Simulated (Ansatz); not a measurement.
Crystal: SnO2 (Cassiterite).

```
CELL_PARAMETERS angstrom
4.73800 0.00000 0.00000
0.00000 4.73800 0.00000
0.00000 0.00000 3.18650
ATOMIC_POSITIONS crystal
Sn 0.50000 0.50000 0.50000
Sn 0.00000 0.00000 0.00000
O 0.80710 0.19290 0.50000
O 0.69290 0.69290 0.00000
O 0.19290 0.80710 0.50000
O 0.30710 0.30710 0.00000
```

- Program: Ansatz 0.2.0
- Task: relaxation of cell and atoms
- Functional: PBE
- Potentials or basis: Ansatz PAW earlier set
- Cutoff: 900 eV
- Density cutoff: 3600 eV
- k mesh: 6 × 6 × 8
- Occupations: fermi-dirac, width 0.05 eV
- Spin: no spin polarisation

At the start: volume 11.92 Å³/atom.

Task: Where does the relaxation end?

Result: It ends after 7 steps and the volume is 12.58 Å³/atom (+5.5 %); space group P4_2/mnm (No. 136, to 0.05 Å).

The path:
```
step  energy change (eV)  largest force (eV/Å)  volume (Å³)
   1              0.0000                0.2729        71.53
   2             -0.1256                0.0327        75.12
   3             -0.1263                0.0395        75.40
   4             -0.1267                0.0007        75.41
   5             -0.1293                0.0008        75.41
   6             -0.1293                0.0004        75.46
   7             -0.1293                0.0005        75.46
```

Final structure:
```
Sn O
1.0
     4.82752    0.00000    0.00000
     0.00000    4.82752    0.00000
     0.00000    0.00000    3.23805
Sn O
2 4
Direct
  0.50000 0.50000 0.50000
  0.00000 0.00000 0.00000
  0.80659 0.19341 0.50000
  0.69341 0.69341 0.00000
  0.19341 0.80659 0.50000
  0.30659 0.30659 0.00000
```

Caveat: the plane-wave basis is chosen anew once the cell has moved, so the energies of steps on either side of that aren't comparable.
